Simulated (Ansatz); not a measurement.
# Se (Selenium): the cost of one run

All numbers are computed with the Python package of Ansatz 0.2.0. The levels of theory stand in the script.

## Step 1: The structure

It takes space group R-3m (No. 166, trigonal). The conventional cell has a = 3.850 Å, b = 3.850 Å, c = 2.645 Å, α = 90.00°, β = 90.00°, γ = 120.00°. Se (site symmetry -3m) is surrounded by 8 Se at 2.39 to 2.65 Å.

No structure file is read: the coordinates are typed or built in the script.

## Step 2: The code

Input file se.py:

```python
import ansatz as az
import pandas as pd

crystal = (
    az.Lattice.from_parameters(2.391269, 2.391269, 2.391269, alpha=107.22278, beta=107.22278, gamma=107.22278)
    .atom("Se", (0.0, 0.0, 0.0))
)

calc = (
    crystal.calculation()
    .kpoints(12, 12, 12)
    .occupations("Fermi-Dirac", width=100 * az.meV)
    .pseudopotentials("paw")
    .stress()
)

rows = []
for value in ["pbesol", "rpbe", "r2scan", "revpbe"]:
    data = calc.functional(value).run(threads=1, pin="off").report
    rows.append((value, data["free_energy_ev"] / len(data["lattice"]["sites"]), data["n_iterations"], sum(data["stress_gpa"][i][i] for i in range(3)) / 3, data["n_kpoints"]))

table = pd.DataFrame(rows, columns=["functional", "F/atom (eV)", "iterations", "P (GPa)", "k-points"])
print(table.round(5).to_string(index=False))
```

## Step 3: The run

Started as:

```console
$ python se.py
```

What time and memory should one allow on 1 thread of Arm Neoverse V1, shared host?

About 11 s, with a peak of 0.43 GiB.
